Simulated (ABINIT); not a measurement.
## BN: band structure with PBE

BN:

```
N B
1.0
     4.88009    0.00000    0.00000
     0.00000    2.59146    0.00000
     0.00000    0.00000    4.29205
N B
4 4
Direct
  0.32113 0.75000 0.10649
  0.67887 0.25000 0.89351
  0.17887 0.25000 0.60649
  0.82113 0.75000 0.39351
  0.34041 0.25000 0.90710
  0.15959 0.75000 0.40710
  0.84041 0.25000 0.59290
  0.65959 0.75000 0.09290
```

Measurements of this composition are mostly on another form, of space group No. 194.

- Program: ABINIT 10.8.3 (patched build)
- Task: band structure
- Functional: PBE
- Potentials or basis: JTH PAW PBE v2.0
- Cutoff: 707 eV
- k mesh: 6 × 10 × 6
- Occupations: fermi-dirac, width 0.05 eV
- Spin: no spin polarisation
- Fine-grid cutoff: 1306.15 eV

```json
{"Pressure": "-0.1 GPa", "Largest force": "0.056 eV/Å", "Band gap on the k mesh": "5.65 eV, indirect (least direct gap 6.25 eV)", "Band gap along the path": "5.76 eV, indirect (least direct gap 6.27 eV)"}
```

Forces in eV/Å, atoms in the order of the input:
```
N    0.026  0.000  0.050
N   -0.026  0.000 -0.050
N   -0.026  0.000  0.050
N    0.026  0.000 -0.050
B    0.001  0.000  0.007
B   -0.001  0.000  0.007
B    0.001  0.000 -0.007
B   -0.001  0.000 -0.007
```

Stress tensor (GPa, compression positive):
```
-0.31  0.00  0.00
 0.00 -0.07  0.00
 0.00  0.00  0.01
```

Levels at the corners of the path, in eV from the valence-band top:
| point | band 12 | band 13 | band 14 | band 15 | band 16 | band 17 | band 18 | band 19 | band 20 | band 21 |
| --- | --- | --- | --- | --- | --- | --- | --- | --- | --- | --- |
| Γ | -2.43 | -0.96 | -0.34 | -0.19 | 0.00 | 6.58 | 7.20 | 8.03 | 8.26 | 8.96 |
| X | -4.79 | -4.22 | -4.22 | -2.13 | -2.13 | 6.28 | 6.28 | 8.42 | 8.42 | 11.19 |
| S | -5.48 | -2.43 | -2.43 | -0.76 | -0.76 | 8.12 | 8.12 | 8.29 | 8.29 | 9.64 |
| Y | -3.52 | -1.48 | -1.48 | -1.36 | -1.36 | 6.22 | 6.22 | 8.49 | 8.49 | 9.94 |
| Γ | -2.43 | -0.96 | -0.34 | -0.19 | 0.00 | 6.58 | 7.20 | 8.03 | 8.26 | 8.96 |
| Z | -2.82 | -1.19 | -1.19 | -0.73 | -0.73 | 6.01 | 6.01 | 8.33 | 8.33 | 9.38 |
| U | -5.52 | -2.77 | -2.77 | -2.77 | -2.77 | 7.38 | 7.38 | 7.38 | 7.38 | 11.20 |
| R | -4.33 | -2.69 | -2.69 | -2.69 | -2.69 | 8.27 | 8.27 | 8.27 | 8.27 | 9.18 |
| T | -3.26 | -1.49 | -1.49 | -1.24 | -1.24 | 5.76 | 5.76 | 8.65 | 8.65 | 8.95 |
| Z | -2.82 | -1.19 | -1.19 | -0.73 | -0.73 | 6.01 | 6.01 | 8.33 | 8.33 | 9.38 |

Run time: 3.9 min on 1 thread of AMD EPYC 7R43 64-Core Processor (Zen 3), on a shared host, peak memory 0.23 GiB.

Caveat: the atomic spheres overlap. As with any semilocal functional, this PBE gap is likely too small.
